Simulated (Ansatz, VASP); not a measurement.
**CdS in VASP and in Ansatz**

File INCAR:

```
PREC = Accurate
ENCUT = 520
EDIFF = 1E-6
ISMEAR = -1
SIGMA = 0.02
LREAL = F
LASPH = T
NELM = 60
ALGO = Normal
ISIF = 2
LWAVE = F
LCHARG = T
GGA = PS
LELF = T
LVHAR = T
NBANDS = 16
```

The input KPOINTS:

```
regular mesh
0
Gamma
  7 7 7
```

The input POSCAR:

```
CdS
1.0
    0.0000000000      2.9429534649      3.0312420688
    2.9429534649      0.0000000000      3.0312420688
    2.9429534649      2.9429534649      0.0000000000
Cd S
1 1
Direct
    0.0000000000      0.0000000000      0.0000000000
    0.7500000000      0.7500000000      0.7500000000
```

Input for Ansatz:

```yaml
crystal:
  lattice:
    - [0.0, 2.9429534649, 3.0312420688]
    - [2.9429534649, 0.0, 3.0312420688]
    - [2.9429534649, 2.9429534649, 0.0]
  atoms:
    - { symbol: Cd, position: [0.0, 0.0, 0.0] }
    - { symbol: S, position: [0.75, 0.75, 0.75] }
kpoints:
  mp_grid: { grid: [7, 7, 7] }
  band_path:
    path:
      - [0.0, 0.0, 0.0]
      - [0.5, 0.0, 0.5]
      - [0.75, 0.25, 0.5]
      - [0.5, 0.5, 0.5]
      - [0.0, 0.0, 0.0]
      - [0.5, 0.5, 0.0]
      - [0.6321755114, 0.6321755114, 0.2643510227]
      - [0.3678244886, 0.3678244886, 0.7356489773]
      - [0.0, 0.0, 0.0]
    npoints: 5
scf:
  occupations: { method: fermi_dirac, width: 0.02 }
hamiltonian:
  xc: pbesol
  pseudopotentials: { kind: all_electron, lapw: { basis_error: 0.0005 } }
output:
  forces: true
  stress: true
  eigenvalues: true
```

Change from the starting cell: zz strain of +3 %.

Alike in both runs: task single point; functional PBEsol; k mesh 7 × 7 × 7; occupations fermi-dirac, width 0.02 eV; no spin polarisation.

|  | VASP | Ansatz |
| --- | --- | --- |
| version | VASP 6.6.1 | Ansatz 0.2.0 |
| potentials or method | VASP PAW PBE potentials, release 64 (Cd, S) | all-electron LAPW, scalar-relativistic |
| plane-wave cutoff (eV) | 520 | see its input |

```tsv
	VASP	Ansatz	Ansatz less VASP
gap on the k mesh at the Fermi level (eV)	0.86	0.85	-0.002
pressure (GPa)	-3.0	-3.3	-0.28
largest component of the traceless stress (GPa)	0.47	0.48	+0.007
```

Ansatz ran all-electron here, so the differences hold the error of VASP's frozen core and of both bases.

Caveats: the PAW data sets were made with another functional, which shifts forces and pressure a little (VASP).
